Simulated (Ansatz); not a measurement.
Crystal: CaO.

```
CELL_PARAMETERS angstrom
0.00000 2.40356 2.40356
2.40356 0.00000 2.40356
2.40356 2.40356 0.00000
ATOMIC_POSITIONS crystal
Ca 0.00000 0.00000 0.00000
O 0.50000 0.50000 0.50000
```

The cell is a database's computed one.

Program: Ansatz 0.2.0. Alike in all runs: potentials or basis Ansatz PAW; cell as given; k mesh 10 × 10 × 10.

Problem. Order these runs on this cell by their pressure, lowest first.
A. level BPBE; spin off; cutoff (eV) 420; smearing fermi-dirac 0.05 eV; points for each segment of the path 14
B. level LDA; spin collinear, ferromagnetic start; cutoff (eV) 420; smearing gaussian 0.02 eV
C. level PBEsol; spin off; cutoff (eV) 420; smearing fermi-dirac 0.05 eV; points for each segment of the path 14
D. level r2SCAN; spin off; cutoff (eV) 500; smearing fermi-dirac 0.05 eV; points for each segment of the path 14
E. level BLYP; spin off; cutoff (eV) 420; smearing fermi-dirac 0.05 eV; points for each segment of the path 14

Solution. B (-7.0 GPa), C (-2.7 GPa), D (-0.9 GPa), A (1.5 GPa), E (4.3 GPa).

Caveats: the PAW data sets come from PBE, with cores solved anew for the run's functional, which leaves a small shift of forces and pressure; the potentials were made for another functional, which shifts forces and pressure (some runs).

Not every run made on this cell is shown here.
